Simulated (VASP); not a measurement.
# CdIn2S4 (Cadmoindite) (Fd-3m) in VASP: a series of runs

The runs below take CdIn2S4 (Cadmoindite) through relaxation of cell and atoms, with PBE.

Program: VASP 6.6.1. These are calculated values, not measurements. Logs are shortened: lines on timing, memory, paths and dates and some standing lists are left out, and cuts for length are marked.

### 1 The crystal as given

It takes space group Fd-3m (No. 227, cubic). The conventional cell has a = 10.797 Å, b = 10.797 Å, c = 10.797 Å, α = 90.00°, β = 90.00°, γ = 90.00°. Cd (site symmetry -43m) is surrounded by 4 S at 2.54 Å. In (site symmetry -3m) is surrounded by 6 S at 2.59 Å. Around S (site symmetry 3m) lie 1 Cd at 2.54 Å and 3 In at 2.59 Å.

### 2 Relaxation of cell and atoms, PBE

Contents of INCAR:

```
SYSTEM = CdIn2S4
PREC = Accurate ; ENCUT = 300
EDIFF = 1E-6 ; ISMEAR = 0
SIGMA = 0.03 ; LREAL = .False.
LASPH = .True. ; NELM = 80
ALGO = Normal ; ISIF = 3
LWAVE = .False. ; LCHARG = .False.
GGA = PE ; IBRION = 2
NSW = 90 ; EDIFFG = -0.01
```

Contents of KPOINTS:

```
Automatic mesh
0
Gamma
  3 3 3
  0 0 0
```

Contents of POSCAR:

```
CdIn2S4
1.0
    0.0000000000      5.3985000000      5.3985000000
    5.3985000000      0.0000000000      5.3985000000
    5.3985000000      5.3985000000      0.0000000000
Cd In S
2 4 8
Direct
    0.0000000000      0.0000000000      0.0000000000
    0.2500000000      0.2500000000      0.2500000000
    0.6250000000      0.6250000000      0.6250000000
    0.1250000000      0.6250000000      0.6250000000
    0.6250000000      0.6250000000      0.1250000000
    0.6250000000      0.1250000000      0.6250000000
    0.3860000000      0.3860000000      0.3860000000
    0.4080000000      0.8640000000      0.8640000000
    0.3860000000      0.3860000000      0.8420000000
    0.8640000000      0.4080000000      0.8640000000
    0.8420000000      0.3860000000      0.3860000000
    0.8640000000      0.8640000000      0.8640000000
    0.3860000000      0.8420000000      0.3860000000
    0.8640000000      0.8640000000      0.4080000000
```

Potentials or basis: VASP PAW PBE potentials, release 64 (Cd, In, S).

Command:

```console
$ cat potpaw_PBE.64/Cd/POTCAR potpaw_PBE.64/In/POTCAR potpaw_PBE.64/S/POTCAR > POTCAR
$ mpirun -np 4 vasp_std > vasp.out
```

OUTCAR:

```text
SYSTEM = CdIn2S4
   PREC = Accurate
   ENCUT = 300
   EDIFF = 1E-6
   ISMEAR = 0
   LREAL = .False.
   LASPH = .True.
   NELM = 80
   ISIF = 3
   GGA = PE
   IBRION = 2
   NSW = 90
   EDIFFG = -0.01

 ion  position               nearest neighbor table
   1  0.000  0.000  0.000-   8 2.54  10 2.54  14 2.54  12 2.54
   2  0.250  0.250  0.250-   9 2.54  11 2.54  13 2.54   7 2.54
   3  0.625  0.625  0.625-   8 2.59   9 2.59  10 2.59  11 2.59  13 2.59  14 2.59   4 3.82   5 3.82
                             6 3.82   5 3.82   6 3.82   4 3.82
   4  0.125  0.625  0.625-   7 2.59  12 2.59  10 2.59   9 2.59  13 2.59  14 2.59   3 3.82   5 3.82
                             6 3.82   3 3.82   5 3.82   6 3.82
   5  0.625  0.625  0.125-   7 2.59  12 2.59  10 2.59  11 2.59   8 2.59  13 2.59   3 3.82   3 3.82
                             4 3.82   6 3.82   6 3.82   4 3.82
   6  0.625  0.125  0.625-   7 2.59  12 2.59   9 2.59  11 2.59   8 2.59  14 2.59   3 3.82   5 3.82
                             3 3.82   4 3.82   5 3.82   4 3.82
   7  0.386  0.386  0.386-   2 2.54   4 2.59   6 2.59   5 2.59
   8  0.408  0.864  0.864-   1 2.54   3 2.59   5 2.59   6 2.59
   9  0.386  0.386  0.842-   2 2.54   3 2.59   4 2.59   6 2.59
  10  0.864  0.408  0.864-   1 2.54   3 2.59   4 2.59   5 2.59
  11  0.842  0.386  0.386-   2 2.54   3 2.59   5 2.59   6 2.59
  12  0.864  0.864  0.864-   1 2.54   4 2.59   6 2.59   5 2.59
  13  0.386  0.842  0.386-   2 2.54   3 2.59   4 2.59   5 2.59
  14  0.864  0.864  0.408-   1 2.54   3 2.59   4 2.59   6 2.59

  LATTYP: Found a face centered cubic cell.
 ALAT       =    10.7970000000

  Lattice vectors:

 A1 = (   0.0000000000,   5.3985000000,   5.3985000000)
 A2 = (   5.3985000000,   0.0000000000,   5.3985000000)
 A3 = (   5.3985000000,   5.3985000000,   0.0000000000)

Analysis of symmetry for initial positions (statically):
=====================================================================
 Subroutine PRICEL returns:
 Original cell was already a primitive cell.

 Routine SETGRP: Setting up the symmetry group for a
 face centered cubic supercell.

 Subroutine GETGRP returns: Found 48 space group operations
 (whereof 24 operations were pure point group operations)
 out of a pool of 48 trial point group operations.

The static configuration has the point symmetry T_d .
 The point group associated with its full space group is O_h .

Analysis of symmetry for dynamics (positions and initial velocities):
=====================================================================
 Subroutine PRICEL returns:
 Original cell was already a primitive cell.

 Routine SETGRP: Setting up the symmetry group for a
 face centered cubic supercell.

 Subroutine GETGRP returns: Found 48 space group operations
 (whereof 24 operations were pure point group operations)
 out of a pool of 48 trial point group operations.

The dynamic configuration has the point symmetry T_d .
 The point group associated with its full space group is O_h .

 Subroutine INISYM returns: Found 48 space group operations
 (whereof 24 operations are pure point group operations),
 and found     1 'primitive' translations

----------------------------------------------------------------------------------------

                                     Primitive cell

  volume of cell :     314.6656

  direct lattice vectors                    reciprocal lattice vectors
     0.000000000  5.398500000  5.398500000    -0.092618320  0.092618320  0.092618320
     5.398500000  0.000000000  5.398500000     0.092618320 -0.092618320  0.092618320
     5.398500000  5.398500000  0.000000000     0.092618320  0.092618320 -0.092618320

  length of vectors
     7.634631916  7.634631916  7.634631916     0.160419636  0.160419636  0.160419636

  position of ions in fractional coordinates (direct lattice)
     0.000000000  0.000000000  0.000000000
     0.250000000  0.250000000  0.250000000
     0.625000000  0.625000000  0.625000000
     0.125000000  0.625000000  0.625000000
     0.625000000  0.625000000  0.125000000
     0.625000000  0.125000000  0.625000000
     0.386000000  0.386000000  0.386000000
     0.408000000  0.864000000  0.864000000
     0.386000000  0.386000000  0.842000000
     0.864000000  0.408000000  0.864000000
     0.842000000  0.386000000  0.386000000
     0.864000000  0.864000000  0.864000000
     0.386000000  0.842000000  0.386000000
     0.864000000  0.864000000  0.408000000

  ion indices of the primitive-cell ions
   primitive index   ion index
                 1           1
                 2           2
                 3           3
                 4           4
                 5           5
                 6           6
                 7           7
                 8           8
                 9           9
                10          10
                11          11
                12          12
                13          13
                14          14

----------------------------------------------------------------------------------------

 KPOINTS: Automatic mesh

Automatic generation of k-mesh.
 Grid dimensions read from file:
 generate k-points for:    3    3    3

 Generating k-lattice:

  Cartesian coordinates                     Fractional coordinates (reciprocal lattice)
    -0.030872773  0.030872773  0.030872773     0.333333333  0.000000000  0.000000000
     0.030872773 -0.030872773  0.030872773     0.000000000  0.333333333  0.000000000
     0.030872773  0.030872773 -0.030872773     0.000000000  0.000000000  0.333333333

  Length of vectors
     0.053473212  0.053473212  0.053473212

  Shift w.r.t. Gamma in fractional coordinates (k-lattice)
     0.000000000  0.000000000  0.000000000

 Subroutine IBZKPT returns following result:
 ===========================================

 Found      4 irreducible k-points:

 Following reciprocal coordinates:
            Coordinates               Weight
  0.000000  0.000000  0.000000      1.000000
  0.333333  0.000000  0.000000      8.000000
  0.333333  0.333333  0.000000      6.000000
 -0.333333  0.333333  0.000000     12.000000
   k-points           NKPTS =      4   k-points in BZ     NKDIM =      4   number of bands    NBANDS=     52
   number of dos      NEDOS =    301   number of ions     NIONS =     14
   total plane-waves  NPLWV = 110592
   dimension x,y,z NGX =    48 NGY =   48 NGZ =   48
   dimension x,y,z NGXF=    96 NGYF=   96 NGZF=   96
   ions per type =               2   4   8
   NGX,Y,Z   is equivalent  to a cutoff of  10.45, 10.45, 10.45 a.u.
   NGXF,Y,Z  is equivalent  to a cutoff of  20.90, 20.90, 20.90 a.u.
 SYSTEM =  CdIn2S4
   PREC   = accura    normal or accurate (medium, high low for compatibility)
   ISTART =      0    job   : 0-new  1-cont  2-samecut
   ICHARG =      2    charge: 1-file 2-atom 10-const
   ISPIN  =      1    spin polarized calculation?
   LNONCOLLINEAR =      F non collinear calculations
   LSORBIT =      F    spin-orbit coupling
   LASPH  =      T    aspherical Exc in radial PAW
   ENCUT  =  300.0 eV  22.05 Ry    4.70 a.u.  10.78 10.78 10.78*2*pi/ulx,y,z
   NELM   =     80;   NELMIN=  2; NELMDL= -5     # of ELM steps
   EDIFF  = 0.1E-05   stopping-criterion for ELM
   LREAL  =      F    real-space projection
   EDIFFG = -.1E-01   stopping-criterion for IOM
   NSW    =     90    number of steps for IOM
   IBRION =      2    ionic relax: 0-MD 1-quasi-New 2-CG
   NFREE  =      1    steps in history (QN), initial steepest desc. (CG)
   ISIF   =      3    stress and relaxation
   ISYM   =      2    0-nonsym 1-usesym 2-fastsym
   POTIM  = 0.5000    time-step for ionic-motion
   TEBEG  =    0.0;   TEEND  =   0.0 temperature during run
   PSTRESS=    0.0 pullay stress
   NELECT =      84.0000    total number of electrons
   NUPDOWN=      -1.0000    fix difference up-down
   EMIN   =  10.00;   EMAX   =-10.00  energy-range for DOS
   EFERMI =   0.00;   METHOD = LEGACY
   ISMEAR =     0;   SIGMA  =   0.03  broadening in eV -4-tet -1-fermi 0-gaus
   EFERMI_NEDOS =   21; number of points for ismear=-14 and -15
   IALGO  =     38    algorithm
   IMIX   =      4    mixing-type and parameters
     AMIX     =   0.40;   BMIX     =  1.00
     AMIX_MAG =   1.60;   BMIX_MAG =  1.00
  volume/ion in A,a.u.               =      22.48       151.68
  Fermi-wavevector in a.u.,A,eV,Ry     =   1.054107  1.991974 15.118008  1.111142
  Thomas-Fermi vector in A             =   2.189255
   LORBIT       =      0    0 simple, 1 ext, 2 COOP (PROOUT), +10 PAW based schemes
   GGA     = PE    functional components
   LHFCALC =     F    Hartree Fock is set to
   AEXX    =    0.0000 exact exchange contribution
   IVDW    =     0    specifies the selected vdW correction
   LEPSILON=     F    determine dielectric tensor
   LRPA    =     F    only Hartree local field effects (RPA)
 conjugate gradient relaxation of ions
 non-spin polarized calculation
 Gauss-broadening in eV      SIGMA  =   0.03
  energy-cutoff  :      300.00
  volume of cell :      314.67
 maximum number of plane-waves:      3723
 NGX is ok and might be reduce to    48
   NGX = 21   NGY = 21   NGZ = 21

--------------------------------------- Ionic step        1  -------------------------------------------

 number of electron      84.0000006 magnetization

 Free energy of the ion-electron system (eV)
  ---------------------------------------------------
  ext. energy  EPLUGINS =         0.00000000
  ---------------------------------------------------
  free energy    TOTEN  =       -52.63292156 eV

  energy without entropy =      -52.63292156  energy(sigma->0) =      -52.63292156

------------------------ aborting loop because EDIFF is reached ----------------------------------------

  FORCE on cell =-STRESS in cart. coord.  units (eV):
  Direction    XX          YY          ZZ          XY          YZ          ZX
  --------------------------------------------------------------------------------------
  -------------------------------------------------------------------------------------
  Total       11.8548595     11.8548595     11.8548595      0.0000000      0.0000000      0.0000000
  in kB       60.3611746     60.3611746     60.3611746      0.0000000      0.0000000      0.0000000
  external PRESSURE =      60.3611746 kB  Pullay stress =       0.0000000 kB
[... 273 lines left out ...]
  energy  without entropy=      -53.0761753770  energy(sigma->0) =      -53.07617538

--------------------------------------- Ionic step        7  -------------------------------------------

 number of electron      84.0000033 magnetization

 Free energy of the ion-electron system (eV)
  ---------------------------------------------------
  ext. energy  EPLUGINS =         0.00000000
  ---------------------------------------------------
  free energy    TOTEN  =       -53.07621312 eV

  energy without entropy =      -53.07621312  energy(sigma->0) =      -53.07621312

 E-fermi :   2.6335     XC(G=0):  -9.2125

 val. band max:        2.4657640096   @ k =  -0.3333   0.3333   0.0000
 cond. band min:       3.5009250910   @ k =   0.0000   0.0000   0.0000
 fundamental gap:      1.0351610814
 Fermi energy:         2.6334924582

 k-point     1 :       0.0000    0.0000    0.0000
  band No.  band energies     occupation
      1     -10.1113      2.00000
      2      -9.1211      2.00000
      3      -8.9330      2.00000
      4      -8.9330      2.00000
      5      -8.9330      2.00000
      6      -8.5433      2.00000
[... 44 lines left out ...]
     51       6.8202      0.00000
     52       8.4008      0.00000

 k-point     2 :       0.3333    0.0000    0.0000
  band No.  band energies     occupation
      1      -9.9384      2.00000
      2      -9.3436      2.00000
      3      -8.9905      2.00000
      4      -8.8447      2.00000
      5      -8.8447      2.00000
      6      -8.6501      2.00000
[... 44 lines left out ...]
     51       7.5020      0.00000
     52       8.1247      0.00000

 k-point     3 :       0.3333    0.3333    0.0000
  band No.  band energies     occupation
      1      -9.8690      2.00000
      2      -9.3606      2.00000
      3      -8.9491      2.00000
      4      -8.9491      2.00000
      5      -8.8961      2.00000
      6      -8.7199      2.00000
[... 44 lines left out ...]
     51       7.7759      0.00000
     52       8.3582      0.00000

 k-point     4 :      -0.3333    0.3333    0.0000
  band No.  band energies     occupation
      1      -9.7250      2.00000
      2      -9.5062      2.00000
      3      -9.0982      2.00000
      4      -8.8587      2.00000
      5      -8.8278      2.00000
      6      -8.6401      2.00000
[... 85 lines left out ...]
  FREE ENERGIE OF THE ION-ELECTRON SYSTEM (eV)
  ---------------------------------------------------
  free  energy   TOTEN  =       -53.0762131202 eV

  energy  without entropy=      -53.0762131202  energy(sigma->0) =      -53.07621312

 reached required accuracy - stopping structural energy minimisation
```

Run time: 1.8 min. Hardware: 4 MPI ranks of Intel Xeon Platinum 8488C (Sapphire Rapids), shared host; peak memory 0.18 GiB.

The run converged, but some of its settings lie outside the range that counts as converged, so its numbers aren't taken as properties of the crystal.

What came out:

- Free energy: -53.0762 eV
- Relaxed volume: 23.97 Å³/atom
- Relaxed cell: a = 7.800 Å, b = 7.800 Å, c = 7.800 Å, α = 60.00°, β = 60.00°, γ = 60.00°
- Space group after relaxing (to 0.05 Å): Fd-3m (No. 227)
- Energy gained by relaxing: 31.7 meV/atom
- Ionic steps: 7
- Largest force after relaxing: 0.007 eV/Å
- Band gap on the k mesh: 1.04 eV, indirect (least direct gap 1.14 eV)

Caveat: the cutoff is under 1.25 times the usual one of these potentials, so pressure, stress and relaxed cells hold a basis-set (Pulay) error; spin-orbit coupling is left out, which moves the levels of the heavy elements; an odd mesh through Γ misses points on the zone boundary, where band edges often lie.

[end of part 1 of 2]
